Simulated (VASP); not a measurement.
# NiO (F-43m) in VASP: notebook

Runs on NiO. Level: r2SCAN. Tasks: equation of state.

All numbers are computed with VASP 6.6.1; they aren't measurements. Logs are shortened: lines on timing, memory, paths and dates and some standing lists are left out, and cuts for length are marked.

**1. The structure**

It takes space group F-43m (No. 216, cubic). Conventional cell: a = 4.124 Å, b = 4.124 Å, c = 4.124 Å, α = 90.00°, β = 90.00°, γ = 90.00°. Ni (site symmetry -43m) has 4 O at 1.79 Å as nearest neighbours. Around O (site symmetry -43m) lie 4 Ni at 1.79 Å.

The cell was built by a generator and needn't be a form met in nature.

**2. Equation of state, r2SCAN, collinear spin, ferromagnetic start, 8.24 Å³/atom (volume scaled by 0.94)**

File INCAR:

```
  PREC = Accurate
  ENCUT = 520
  EDIFF = 1E-7
  ISMEAR = -1
  SIGMA = 0.05
  LREAL = F
  LASPH = T
  NELM = 100
  ALGO = Normal
  ISIF = 2
  LWAVE = F
  LCHARG = F
  ISPIN = 2
  MAGMOM = 1 0
  LORBIT = 11
  LMAXMIX = 4
  METAGGA = R2SCAN
  LMIXTAU = T
```

File KPOINTS:

```
regular mesh
0
Gamma
  11 11 11
```

File POSCAR:

```
NiO
1.0
    0.0000000000      2.0200739478      2.0200739478
    2.0200739478      0.0000000000      2.0200739478
    2.0200739478      2.0200739478      0.0000000000
Ni O
1 1
Direct
    0.0000000000      0.0000000000      0.0000000000
    0.7500000000      0.7500000000      0.7500000000
```

Potentials or basis: VASP PAW PBE potentials, release 64 (Ni, O).

The run is started by

```
> cat potpaw_PBE.64/Ni/POTCAR potpaw_PBE.64/O/POTCAR > POTCAR
> mpirun -np 1 vasp_std > vasp.out
```

OUTCAR:

```text
PREC = Accurate
   ENCUT = 520
   EDIFF = 1E-7
   ISMEAR = -1
   LREAL = F
   LASPH = T
   NELM = 100
   ISIF = 2
   ISPIN = 2
   LORBIT = 11
   METAGGA = R2SCAN

 Found     56 irreducible k-points:

 Following reciprocal coordinates:
            Coordinates               Weight
  0.000000  0.000000  0.000000      1.000000
  0.090909  0.000000  0.000000      8.000000
  0.181818  0.000000  0.000000      8.000000
  0.272727  0.000000  0.000000      8.000000
  0.363636  0.000000  0.000000      8.000000
  0.454545  0.000000  0.000000      8.000000
   k-points           NKPTS =     56   k-points in BZ     NKDIM =     56   number of bands    NBANDS=     13
   number of dos      NEDOS =    301   number of ions     NIONS =      2
   total plane-waves  NPLWV =  13824
   dimension x,y,z NGX =    24 NGY =   24 NGZ =   24
   dimension x,y,z NGXF=    48 NGYF=   48 NGZF=   48
   ions per type =               1   1
   NGX,Y,Z   is equivalent  to a cutoff of  13.97, 13.97, 13.97 a.u.
   NGXF,Y,Z  is equivalent  to a cutoff of  27.93, 27.93, 27.93 a.u.
 SYSTEM =  unknown system
   PREC   = accura    normal or accurate (medium, high low for compatibility)
   ISTART =      0    job   : 0-new  1-cont  2-samecut
   ICHARG =      2    charge: 1-file 2-atom 10-const
   ISPIN  =      2    spin polarized calculation?
   LNONCOLLINEAR =      F non collinear calculations
   LSORBIT =      F    spin-orbit coupling
   LASPH  =      T    aspherical Exc in radial PAW
   ENCUT  =  520.0 eV  38.22 Ry    6.18 a.u.   5.31  5.31  5.31*2*pi/ulx,y,z
   NELM   =    100;   NELMIN=  2; NELMDL= -5     # of ELM steps
   EDIFF  = 0.1E-06   stopping-criterion for ELM
   LREAL  =      F    real-space projection
   EDIFFG = 0.1E-05   stopping-criterion for IOM
   NSW    =      0    number of steps for IOM
   IBRION =     -1    ionic relax: 0-MD 1-quasi-New 2-CG
   NFREE  =      0    steps in history (QN), initial steepest desc. (CG)
   ISIF   =      2    stress and relaxation
   ISYM   =      2    0-nonsym 1-usesym 2-fastsym
   POTIM  = 0.5000    time-step for ionic-motion
   TEBEG  =    0.0;   TEEND  =   0.0 temperature during run
   PSTRESS=    0.0 pullay stress
   NELECT =      16.0000    total number of electrons
   NUPDOWN=      -1.0000    fix difference up-down
   EMIN   =  10.00;   EMAX   =-10.00  energy-range for DOS
   EFERMI =   0.00;   METHOD = LEGACY
   ISMEAR =    -1;   SIGMA  =   0.05  broadening in eV -4-tet -1-fermi 0-gaus
   EFERMI_NEDOS =   21; number of points for ismear=-14 and -15
   IALGO  =     38    algorithm
   IMIX   =      4    mixing-type and parameters
     AMIX     =   0.40;   BMIX     =  1.00
     AMIX_MAG =   1.60;   BMIX_MAG =  1.00
  volume/ion in A,a.u.               =       8.24        55.63
  Fermi-wavevector in a.u.,A,eV,Ry     =   1.620830  3.062925 35.743743  2.627091
  Thomas-Fermi vector in A             =   2.714705
   LORBIT       =     11    0 simple, 1 ext, 2 COOP (PROOUT), +10 PAW based schemes
   METAGGA = R2SCAN    functional components
   LHFCALC =     F    Hartree Fock is set to
   AEXX    =    0.0000 exact exchange contribution
   IVDW    =     0    specifies the selected vdW correction
   LEPSILON=     F    determine dielectric tensor
[... 33 lines left out ...]
      4       0.9694      1.00000
      5       6.2736      1.00000
      6       6.2736      1.00000
      7      10.3367      0.01502
      8      10.3368      0.01500
      9      10.3368      0.01500
     10      11.1731      0.00000
     11      27.1697      0.00000
     12      27.1698      0.00000
     13      27.1698      0.00000
[... 66 lines left out ...]
  band No.  band energies     occupation
      1     -13.0274      1.00000
      2       0.0136      1.00000
      3       1.4958      1.00000
      4       1.4959      1.00000
      5       6.3967      1.00000
      6       6.4061      1.00000
      7       6.4061      1.00000
      8       9.0728      1.00000
      9       9.0729      1.00000
     10      17.2767      0.00000
     11      19.2680      0.00000
     12      26.3555      0.00000
     13      26.3556      0.00000

 [... further k-points ...]

 spin component 2

 k-point     1 :       0.0000    0.0000    0.0000
  band No.  band energies     occupation
      1     -13.4395      1.00000
      2       2.3426      1.00000
      3       2.3426      1.00000
      4       2.3426      1.00000
      5       7.5157      1.00000
      6       7.5158      1.00000
      7      11.5677      0.00000
      8      12.8089      0.00000
      9      12.8089      0.00000
     10      12.8089      0.00000
     11      27.4777      0.00000
     12      27.4777      0.00000
     13      27.4777      0.00000
[... 66 lines left out ...]
  band No.  band energies     occupation
      1     -12.2057      1.00000
      2       0.5847      1.00000
      3       2.7157      1.00000
      4       2.7157      1.00000
      5       7.9017      1.00000
      6       7.9017      1.00000
      7       9.0151      1.00000
      8      11.3541      0.00000
      9      11.3541      0.00000
     10      17.7835      0.00000
     11      19.9736      0.00000
     12      26.8562      0.00000
     13      26.8562      0.00000

 [... further k-points ...]

------------------------ aborting loop because EDIFF is reached ----------------------------------------

  FORCE on cell =-STRESS in cart. coord.  units (eV):
  Direction    XX          YY          ZZ          XY          YZ          ZX
  --------------------------------------------------------------------------------------
  -------------------------------------------------------------------------------------
  Total        9.5042049      9.5042049      9.5042049     -0.0000000     -0.0000000     -0.0000000
  in kB      923.6226489    923.6226489    923.6226489     -0.0000000     -0.0000000     -0.0000000
  external PRESSURE =     923.6226489 kB  Pullay stress =       0.0000000 kB

 VOLUME and BASIS-vectors are now :
 -----------------------------------------------------------------------------
  energy-cutoff  :      520.00
  volume of cell :       16.49
      direct lattice vectors                 reciprocal lattice vectors
     0.000000000  2.020073948  2.020073948    -0.247515691  0.247515691  0.247515691
     2.020073948  0.000000000  2.020073948     0.247515691 -0.247515691  0.247515691
     2.020073948  2.020073948  0.000000000     0.247515691  0.247515691 -0.247515691

 POSITION                                       TOTAL-FORCE (eV/Angst)
 -----------------------------------------------------------------------------------
      0.00000      0.00000      0.00000        -0.000000     -0.000000     -0.000000
      3.03011      3.03011      3.03011         0.000000      0.000000      0.000000
 -----------------------------------------------------------------------------------
    total drift:                               -0.000002     -0.000002     -0.000001

  FREE ENERGIE OF THE ION-ELECTRON SYSTEM (eV)
  ---------------------------------------------------
  free  energy   TOTEN  =       -18.4045459768 eV

  energy  without entropy=      -18.3930073359  energy(sigma->0) =      -18.39877666

 total charge

# of ion       s       p       d       tot
------------------------------------------
    1        0.544   0.890   8.514   9.948
    2        1.571   3.643   0.000   5.214
--------------------------------------------------
tot          2.115   4.533   8.514  15.162

 magnetization (x)

# of ion       s       p       d       tot
------------------------------------------
    1       -0.002   0.069   1.461   1.528
    2        0.022   0.355   0.000   0.378
--------------------------------------------------
tot          0.020   0.424   1.461   1.905
```

OSZICAR:

```text
N       E                     dE             d eps       ncg     rms          rms(c)
DAV:   1     0.797720389770E+02    0.79772E+02   -0.80465E+03  2992   0.161E+03
DAV:   2    -0.194662216114E+02   -0.99238E+02   -0.88602E+02  3062   0.306E+02
DAV:   3    -0.245608355865E+02   -0.50946E+01   -0.49544E+01  3277   0.788E+01
DAV:   4    -0.246171148303E+02   -0.56279E-01   -0.56234E-01  3260   0.812E+00
DAV:   5    -0.246185028147E+02   -0.13880E-02   -0.13880E-02  3356   0.127E+00    0.268E+01
DAV:   6    -0.190607659427E+02    0.55577E+01   -0.20902E+01  2965   0.115E+02    0.235E+01
DAV:   7    -0.183172527911E+02    0.74351E+00   -0.55934E+00  3212   0.734E+01    0.124E+01
DAV:   8    -0.184317966759E+02   -0.11454E+00   -0.28879E-01  3032   0.753E+00    0.746E+00
DAV:   9    -0.184158129276E+02    0.15984E-01   -0.35125E-02  3941   0.505E+00    0.179E+00
DAV:  10    -0.184044425739E+02    0.11370E-01   -0.60863E-02  3442   0.651E+00    0.527E-01
DAV:  11    -0.184041522712E+02    0.29030E-03   -0.72459E-03  4102   0.217E+00    0.177E-01
DAV:  12    -0.184044759283E+02   -0.32366E-03   -0.91564E-04  3307   0.509E-01    0.463E-02
DAV:  13    -0.184045133999E+02   -0.37472E-04   -0.11647E-04  2958   0.144E-01    0.354E-02
DAV:  14    -0.184045457403E+02   -0.32340E-04   -0.13168E-05  3747   0.700E-02    0.128E-02
DAV:  15    -0.184045468897E+02   -0.11493E-05   -0.21874E-06  3166   0.235E-02    0.583E-03
DAV:  16    -0.184045458542E+02    0.10354E-05   -0.12168E-06  2928   0.236E-02    0.149E-03
DAV:  17    -0.184045460161E+02   -0.16188E-06   -0.20350E-07  2495   0.676E-03    0.780E-04
DAV:  18    -0.184045459768E+02    0.39335E-07   -0.61108E-08  1491   0.388E-03
   1 F= -.18404546E+02 E0= -.18398777E+02  d E =-.115386E-01  mag=     1.9283
```

stdout:

```text
POSCAR found type information on POSCAR NiO
 POSCAR found :  2 types and       2 ions
 scaLAPACK will be used
 -----------------------------------------------------------------------------
|                                                                             |
|                                                                             |
|     You enforced a specific xc type in the INCAR file but a different       |
|     I HOPE YOU KNOW WHAT YOU ARE DOING!                                     |
|                                                                             |
 -----------------------------------------------------------------------------

 LDA part: xc-table for (None), standard interpolation
 POSCAR, INCAR and KPOINTS ok, starting setup
 FFT: planning ... GRIDC
 FFT: planning ... GRID_SOFT
 FFT: planning ... GRID
 WAVECAR not read
 entering main loop
```

Wall time 68 s (1 thread of Intel Xeon Platinum 8488C (Sapphire Rapids), shared host); peak memory 0.17 GiB.

Results:

| Item | Value |
| --- | --- |
| Free energy | -18.4045 eV |
| Pressure | 92.4 GPa |
| Band gap on the k mesh | none (metal or under the smearing width) |
| Net moment | 1.93 μB per cell |
| Site moments | Ni +1.53; O +0.38 μB |
| Valence electrons inside the program's atomic spheres | Ni 9.95; O 5.21 |

Caveat: the cell as given lies far from equilibrium; the potentials were made for another functional, which shifts forces and pressure; a cell with one magnetic atom can't hold antiferromagnetic order, which such compounds often take; semilocal functionals often make such compounds metallic where correlation or magnetic order opens a gap, which also shifts bond lengths.

**3. Equation of state, r2SCAN, collinear spin, ferromagnetic start, 8.42 Å³/atom (volume scaled by 0.96)**

File INCAR:

```
PREC = Accurate ; ENCUT = 520
EDIFF = 1E-6 ; ISMEAR = -1
SIGMA = 0.05 ; LREAL = False
LASPH = True ; NELM = 150
ALGO = Normal ; ISIF = 2
LWAVE = False ; LCHARG = False
ISPIN = 2 ; MAGMOM = 1 0
LORBIT = 11 ; LMAXMIX = 4
METAGGA = R2SCAN ; LMIXTAU = True
```

File KPOINTS:

```
Automatic mesh
0
Gamma
  11 11 11
```

File POSCAR:

```
NiO
1.0
    0.0000000000      2.0343002894      2.0343002894
    2.0343002894      0.0000000000      2.0343002894
    2.0343002894      2.0343002894      0.0000000000
Ni O
1 1
Direct
    0.0000000000      0.0000000000      0.0000000000
    0.7500000000      0.7500000000      0.7500000000
```

Potentials or basis: VASP PAW PBE potentials, release 64 (Ni, O).

The run is started by

```
> cat potpaw_PBE.64/Ni/POTCAR potpaw_PBE.64/O/POTCAR > POTCAR
> mpirun -np 1 vasp_std > vasp.out
```

It took 60 s on 1 thread of Intel Xeon Platinum 8488C (Sapphire Rapids), shared host; peak memory 0.16 GiB.

It converged, with:

```yaml
Free_energy: -18.5957 eV
Pressure: 81.9 GPa
Band_gap_on_the_k_mesh: none (metal or under the smearing width)
Net_moment: 1.96 μB per cell
Site_moments: Ni +1.55; O +0.38 μB
Valence_electrons_inside_the_program's_atomic_spheres: Ni 9.87; O 5.20
```

Caveat: the cell as given lies far from equilibrium; the potentials were made for another functional, which shifts forces and pressure; a cell with one magnetic atom can't hold antiferromagnetic order, which such compounds often take; semilocal functionals often make such compounds metallic where correlation or magnetic order opens a gap, which also shifts bond lengths.

**4. Equation of state, r2SCAN, collinear spin, ferromagnetic start, 8.59 Å³/atom (volume scaled by 0.98)**

File INCAR:

```
PREC = Accurate
ENCUT = 520
EDIFF = 1E-6
ISMEAR = -1
SIGMA = 0.05
LREAL = F
LASPH = T
NELM = 150
ALGO = Normal
ISIF = 2
LWAVE = F
LCHARG = F
ISPIN = 2
MAGMOM = 1 0
LORBIT = 11
LMAXMIX = 4
METAGGA = R2SCAN
LMIXTAU = T
```

KPOINTS is that of step 3.

File POSCAR:

```
NiO
1.0
    0.0000000000      2.0483303900      2.0483303900
    2.0483303900      0.0000000000      2.0483303900
    2.0483303900      2.0483303900      0.0000000000
Ni O
1 1
Direct
    0.0000000000      0.0000000000      0.0000000000
    0.7500000000      0.7500000000      0.7500000000
```

The run is started by

```
> cat potpaw_PBE.64/Ni/POTCAR potpaw_PBE.64/O/POTCAR > POTCAR
> mpirun -np 1 vasp_std > vasp.out
```

Wall time 60 s (1 thread of Intel Xeon Platinum 8488C (Sapphire Rapids), shared host); peak memory 0.16 GiB.

The run converged. Its results:

```yaml
Free_energy: -18.7648 eV
Pressure: 72.2 GPa
Band_gap_on_the_k_mesh: none (metal or under the smearing width)
Net_moment: 1.98 μB per cell
Site_moments: Ni +1.57; O +0.39 μB
Valence_electrons_inside_the_program's_atomic_spheres: Ni 9.80; O 5.19
```

Caveat: the cell as given lies far from equilibrium; the potentials were made for another functional, which shifts forces and pressure; a cell with one magnetic atom can't hold antiferromagnetic order, which such compounds often take; semilocal functionals often make such compounds metallic where correlation or magnetic order opens a gap, which also shifts bond lengths.

**5. Equation of state, r2SCAN, collinear spin, ferromagnetic start, 8.94 Å³/atom (volume scaled by 1.02)**

File INCAR:

```
PREC = Accurate
ENCUT = 520
EDIFF = 1E-6
ISMEAR = -1
SIGMA = 0.05
LREAL = False
LASPH = True
NELM = 150
ALGO = Normal
ISIF = 2
LWAVE = False
LCHARG = False
ISPIN = 2
MAGMOM = 1 0
LORBIT = 11
LMAXMIX = 4
METAGGA = R2SCAN
LMIXTAU = True
```

File KPOINTS:

```
regular mesh
0
Gamma
  11 11 11
```

File POSCAR:

```
NiO
1.0
    0.0000000000      2.0758280388      2.0758280388
    2.0758280388      0.0000000000      2.0758280388
    2.0758280388      2.0758280388      0.0000000000
Ni O
1 1
Direct
    0.0000000000      0.0000000000      0.0000000000
    0.7500000000      0.7500000000      0.7500000000
```

The run is started by

```
> cat potpaw_PBE.64/Ni/POTCAR potpaw_PBE.64/O/POTCAR > POTCAR
> mpirun -np 1 vasp_std > vasp.out
```

Run time: 56 s. Hardware: 1 thread of Intel Xeon Platinum 8488C (Sapphire Rapids), shared host; peak memory 0.17 GiB.

The run converged. Its results:

```yaml
Free_energy: -19.0435 eV
Pressure: 55.1 GPa
Band_gap_on_the_k_mesh: none (metal or under the smearing width)
Net_moment: 2.00 μB per cell
Site_moments: Ni +1.58; O +0.39 μB
Valence_electrons_inside_the_program's_atomic_spheres: Ni 9.66; O 5.16
```

Caveat: the PAW data sets were made with another functional, which shifts forces and pressure a little; a cell with one magnetic atom can't hold antiferromagnetic order, which such compounds often take; semilocal functionals often make such compounds metallic where correlation or magnetic order opens a gap, which also shifts bond lengths.

**6. Equation of state, r2SCAN, collinear spin, ferromagnetic start, 9.12 Å³/atom (volume scaled by 1.04)**

File INCAR:

```
SYSTEM = NiO
  PREC = Accurate
  ENCUT = 520
  EDIFF = 1E-6
  ISMEAR = -1
  SIGMA = 0.05
  LREAL = .False.
  LASPH = .True.
  NELM = 150
  ALGO = Normal
  ISIF = 2
  LWAVE = .False.
  LCHARG = .False.
  ISPIN = 2
  MAGMOM = 1 0
  LORBIT = 11
  LMAXMIX = 4
  METAGGA = R2SCAN
  LMIXTAU = .True.
```

File KPOINTS:

```
regular mesh
0
Gamma
  11 11 11
  0 0 0
```

File POSCAR:

```
NiO
1.0
    0.0000000000      2.0893078194      2.0893078194
    2.0893078194      0.0000000000      2.0893078194
    2.0893078194      2.0893078194      0.0000000000
Ni O
1 1
Direct
    0.0000000000      0.0000000000      0.0000000000
    0.7500000000      0.7500000000      0.7500000000
```

Potentials or basis: VASP PAW PBE potentials, release 64 (Ni, O).

The run is started by

```
> cat potpaw_PBE.64/Ni/POTCAR potpaw_PBE.64/O/POTCAR > POTCAR
> mpirun -np 1 vasp_std > vasp.out
```

Run time: 56 s. Hardware: 1 thread of Intel Xeon Platinum 8488C (Sapphire Rapids), shared host; peak memory 0.16 GiB.

Results (log left out):

| Property | Result |
| --- | --- |
| Free energy | -19.1564 eV |
| Pressure | 47.6 GPa |
| Band gap on the k mesh | none (metal or under the smearing width) |
| Net moment | 2.00 μB per cell |
| Site moments | Ni +1.59; O +0.39 μB |
| Valence electrons inside the program's atomic spheres | Ni 9.60; O 5.14 |

Caveat: the PAW data sets were made with another functional, which shifts forces and pressure a little; a cell with one magnetic atom can't hold antiferromagnetic order, which such compounds often take; semilocal functionals often make such compounds metallic where correlation or magnetic order opens a gap, which also shifts bond lengths.

**7. Equation of state, r2SCAN, collinear spin, ferromagnetic start, 9.30 Å³/atom (volume scaled by 1.06)**

File INCAR:

```
SYSTEM = NiO
PREC     = Accurate       ! precision mode
ENCUT    = 520            ! plane-wave cutoff, eV
EDIFF    = 1E-6           ! SCF threshold, eV
ISMEAR   = -1             ! smearing method
SIGMA    = 0.05           ! smearing width, eV
LREAL    = .False.        ! projectors in reciprocal space
LASPH    = .True.         ! aspherical terms in the spheres
NELM     = 100            ! most SCF steps
ALGO     = Normal         ! electronic algorithm
ISIF     = 2              ! what is computed and relaxed
LWAVE    = .False.        ! write WAVECAR
LCHARG   = .False.        ! write CHGCAR
ISPIN    = 2              ! spin polarisation
MAGMOM   = 1 0            ! initial moments
LORBIT   = 11             ! projections on sites
LMAXMIX  = 4              ! l up to which the mixer works
METAGGA  = R2SCAN         ! meta-GGA
LMIXTAU  = .True.
```

KPOINTS is that of step 6.

File POSCAR:

```
NiO
1.0
    0.0000000000      2.1026158713      2.1026158713
    2.1026158713      0.0000000000      2.1026158713
    2.1026158713      2.1026158713      0.0000000000
Ni O
1 1
Direct
    0.0000000000      0.0000000000      0.0000000000
    0.7500000000      0.7500000000      0.7500000000
```

The run is started by

```
> cat potpaw_PBE.64/Ni/POTCAR potpaw_PBE.64/O/POTCAR > POTCAR
> mpirun -np 1 vasp_std > vasp.out
```

Run time: 66 s. Hardware: 1 thread of Intel Xeon Platinum 8488C (Sapphire Rapids), shared host; peak memory 0.17 GiB.

Results (log left out):

* Free energy: -19.2535 eV
* Pressure: 40.8 GPa
* Band gap on the k mesh: none (metal or under the smearing width)
* Net moment: 2.00 μB per cell
* Site moments: Ni +1.59; O +0.38 μB
* Valence electrons inside the program's atomic spheres: Ni 9.55; O 5.13

Caveat: the PAW data sets were made with another functional, which shifts forces and pressure a little; a cell with one magnetic atom can't hold antiferromagnetic order, which such compounds often take; semilocal functionals often make such compounds metallic where correlation or magnetic order opens a gap, which also shifts bond lengths.

**8. Equation of state, r2SCAN, collinear spin, ferromagnetic start**

No new run: the results of the series are fitted here.

What came out:

```
Equilibrium volume : outside the volumes run
```

Energy against volume, from the lowest point:
```tsv
volume (Å³/atom)	energy (meV/atom)
8.243	424.74
8.419	329.06
8.594	244.44
8.769	170.02
8.945	105.00
9.120	48.56
9.296	0.00
```

Caveat: the PAW data sets were made with another functional, which shifts forces and pressure a little.
